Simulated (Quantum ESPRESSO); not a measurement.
# TiC under changes of volume

One of the cells (10.158 Å³/atom); the others are scaled copies at fixed shape and fractional positions:

```
Ti C
1.0
     0.00000    2.16572    2.16572
     2.16572    0.00000    2.16572
     2.16572    2.16572    0.00000
Ti C
1 1
Direct
  0.00000 0.00000 0.00000
  0.50000 0.50000 0.50000
```

The cell is a database's computed one.

```yaml
Program: Quantum ESPRESSO 7.5
Functional: r2SCAN
Potentials_or_basis: SG15 PBE 1.2
Cutoff: 1197 eV
Density_cutoff: 4789 eV
k_mesh: 8 × 8 × 8
Occupations: fermi-dirac, width 0.05 eV
Spin: no spin polarisation
```

```tsv
volume (Å³/atom)	energy over the lowest point (meV/atom)	pressure (GPa)
9.548	?	?
9.752	12.48	10.8
9.955	2.58	4.8
10.158	0.00	-0.7
10.361	4.05	-5.7
10.564	14.12	-10.2
10.767	29.63	-14.3
```

Question: What does the run at 9.548 Å³/atom give?

Answer: Energy over the lowest point 30.47 meV/atom; pressure 17.5 GPa.

Worked out: A Birch-Murnaghan fit of order 3 (a polynomial in V^(-2/3)) to the other rows has its minimum at 10.13 Å³/atom with B0 = V·E''(V) = 264 GPa and B' = 3.9. It gives 30.58 meV/atom at 9.548 Å³/atom, against the run's 30.47, and -dE/dV = 17.6 GPa, against 17.5.

Energies are extrapolated to zero smearing.

Caveats: the potentials were made for another functional, which shifts forces and pressure.
